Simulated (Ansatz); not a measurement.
# Redistribution: C3H7Br + C3H6S → C3H8S + C3H5Br

Gas-phase species: C3H7Br (1-bromopropane) `CCCBr`, singlet; C3H6S (allyl mercaptan) `C=CCS`, singlet; C3H8S (1-propanethiol) `CCCS`, singlet; C3H5Br (allyl bromide) `C=CCBr`, singlet. The partners trade Br for SH; both sit on C, so the bond types are kept.

Shapes, held fixed at every level: PBE0-D4/def2-TZVP. Flexible molecules stand in one conformer, not always the lowest. Programs: Ansatz 0.2.0. Electronic energies: no zero-point or thermal term.

Question: Estimate ΔE of this reaction.

Answer: The highest level, CCSD(T)/def2-TZVPP, gives ΔE = +0.3 kJ/mol; the levels span -1.0 to +1.0. That is about zero within the method's error. They disagree on the sign: 5 of 7 are positive. The column of differences is taken from that level and isn't an error. No measured value is set beside it here. Relativity is left out for Br. Outer-core shells of Br are correlated, in sets that cover them unevenly.

```csv
level,kind,ΔE (kJ/mol),less CCSD(T)/def2-TZVPP
HF/def2-TZVPP,Hartree–Fock,+1.0,+0.7
PBE-D4/def2-TZVPP,GGA,-1.0,-1.3
r2SCAN-D4/def2-TZVPP,meta-GGA,-0.6,-0.9
wB97M-V/def2-TZVPP,range-separated hybrid,+0.4,+0.1
wB97X-V/def2-TZVPP,range-separated hybrid,+0.5,+0.2
MP2/def2-TZVPP,perturbation theory,+0.2,-0.1
CCSD(T)/def2-TZVPP,coupled cluster or CI,+0.3,0.0
```
